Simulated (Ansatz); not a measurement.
CdI2: projected DOS by orbital

```yaml
crystal:
  lattice:
    - [4.24400, 0.00000, 0.00000]
    - [-2.12200, 3.67541, 0.00000]
    - [0.00000, 0.00000, 6.85900]
  atoms:
    - { symbol: Cd, position: [0.00000, 0.00000, 0.00000] }
    - { symbol: I, position: [0.33333, 0.66667, 0.24920] }
    - { symbol: I, position: [0.66667, 0.33333, 0.75080] }
```

Atoms are numbered in the order listed.

The cell is COD entry 1539851, as deposited and not checked against the literature; nothing was relaxed. It differs from other determinations.

No spin–orbit coupling, which matters for the heavy atoms here.

Method: DFT, PBE, all-electron LAPW, scalar-relativistic (Ansatz 0.2.0).

Numerical set-up: a Γ-centred 7×7×4 k mesh, Fermi–Dirac smearing of 0.02 eV, basis error target 1 meV/atom, no spin polarisation.

States per eV for one atom of each kind, in 0.4 eV bins named by their centres, from the valence-band top, projected on a minimal set of Löwdin-orthogonalised atomic shells; orbitals are real harmonics on the Cartesian axes, equal curves share a column, and empty bins are left out, as is all above 7.2 eV, near the top of the computed bands.

Cd1 4d:

```
# E all dz2 dxz=dyz dx2-y2=dxy
-11.5 0.25 0.00 0.08 0.04
-7.5 23.26 4.84 4.50 4.71
-7.1 1.06 0.12 0.30 0.17
-3.9 0.03 0.00 0.01 0.01
-3.5 0.02 0.01 0.00 0.00
-2.7 0.02 0.00 0.00 0.01
-2.3 0.02 0.00 0.00 0.01
-1.9 0.02 0.01 0.00 0.01
-1.5 0.03 0.00 0.01 0.01
-1.1 0.03 0.00 0.01 0.01
-0.7 0.09 0.00 0.03 0.02
-0.3 0.13 0.00 0.05 0.02
0.1 0.01 0.00 0.00 0.00
```

I2 5p:

```
# E all pz px=py
-11.9 0.01 0.00 0.00
-11.5 0.03 0.01 0.01
-7.5 0.19 0.05 0.07
-7.1 0.01 0.01 0.00
-3.9 0.70 0.09 0.30
-3.5 0.78 0.45 0.17
-3.1 0.24 0.09 0.07
-2.7 1.10 0.23 0.43
-2.3 0.80 0.23 0.28
-1.9 1.59 0.62 0.49
-1.5 1.84 0.52 0.66
-1.1 1.18 0.33 0.42
-0.7 2.33 0.91 0.71
-0.3 2.76 1.07 0.85
0.1 0.20 0.02 0.09
2.5 0.07 0.01 0.03
2.9 0.47 0.08 0.19
3.3 0.37 0.14 0.11
3.7 0.01 0.01 0.00
5.3 0.03 0.02 0.01
5.7 0.03 0.01 0.01
6.1 0.03 0.01 0.01
6.5 0.05 0.01 0.02
6.9 0.05 0.01 0.02
```

Cd1 5s:

```
# E all
-11.9 0.21
-11.5 0.13
-7.5 0.01
-3.9 0.81
-3.5 0.75
-3.1 0.05
-2.3 0.01
-1.9 0.03
-1.5 0.02
-1.1 0.01
-0.7 0.02
-0.3 0.01
2.5 0.23
2.9 1.30
3.3 1.01
3.7 0.03
4.9 0.01
5.3 0.05
5.7 0.03
6.1 0.02
6.5 0.02
6.9 0.02
```

I2 5s:

```
# E all
-11.9 0.71
-11.5 3.95
-7.5 0.09
-7.1 0.03
-3.9 0.02
-3.5 0.08
-3.1 0.01
-1.9 0.01
-1.5 0.01
2.9 0.02
3.3 0.04
```
